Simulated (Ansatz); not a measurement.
# BN: the cost of one run

Program: Ansatz 0.2.0. Level of theory: DFT LDA, scalar-relativistic, plane waves, PAW. These are calculated values, not measurements.

19 further runs of the same task are left out: 19 set aside as unsound or not needed.

**1. Starting point**

It takes space group P6_3mc (No. 186, hexagonal). The conventional cell has a = 2.523 Å, b = 2.523 Å, c = 4.175 Å, α = 90.00°, β = 90.00°, γ = 120.00°. Around B (site symmetry 3m) lie 4 N at 1.55 to 1.56 Å. N (site symmetry 3m) has 4 B at 1.55 to 1.56 Å as nearest neighbours.

As a file:

```
CELL_PARAMETERS angstrom
2.52333 0.00000 0.00000
-1.26166 2.18527 0.00000
0.00000 0.00000 4.17522
ATOMIC_POSITIONS crystal
B 0.66667 0.33333 0.99971
B 0.33333 0.66667 0.49971
N 0.66667 0.33333 0.62529
N 0.33333 0.66667 0.12529
```

It goes back to an entry of the Materials Project, which need not be the stable form.

It is the result of an earlier relaxation at this level (volume 5.76 Å³/atom; gap on the mesh: 4.93 eV).

**2. The scan**

The energy is mapped over two homogeneous strains (x along [1 0 0], y along [1 2 0], z along [0 0 1] of the conventional cell).

First coordinate, strain +e along x and -e along y: 7 values from −7.00 %. Second coordinate, strain +e along z and -e/2 along x and y: 7 values from −4.00 %.

Relaxed at each point: the atoms inside the fixed cell. Energies count from the relaxed crystal. Points are written as (first, second).

**3. The run at (−7.00 %, 1.33 %)**

input.yaml

```yaml
crystal:
  lattice:
    - [2.3299143805, 0.0, 0.0]
    - [-1.1649571903, 2.3237022338, 0.0]
    - [0.0, 0.0, 4.2307453964]
  atoms:
    - { symbol: B, position: [0.6666666667, 0.3333333333, 0.999708731] }
    - { symbol: B, position: [0.3333333333, 0.6666666667, 0.499708731] }
    - { symbol: "N", position: [0.6666666667, 0.3333333333, 0.625291269] }
    - { symbol: "N", position: [0.3333333333, 0.6666666667, 0.125291269] }
basis:
  ecutwfc: 520.0
kpoints:
  mp_grid: { grid: [12, 12, 6] }
hamiltonian:
  xc: lda
  pseudopotentials: { kind: paw }
scf:
  occupations: { method: gaussian, width: 0.05 }
output:
  forces: true
  stress: true
  eigenvalues: true
  write_density: true
  write_potential: true
  elf: true
  volumetric_format: npy
relax:
  adjacent_minimum: "off"
  f_tol: 0.01
  max_steps: 30
```

Started as:

```sh
$ ansatz run input.yaml --threads 1 --pin off --max-ram 2048MiB --backend cpu --events-out ev --progress --plain --runs-dir out
```

Q: Estimate wall time and peak memory on 1 thread of Arm Neoverse N1, shared host.

About 60 s, with a peak of 0.36 GiB.
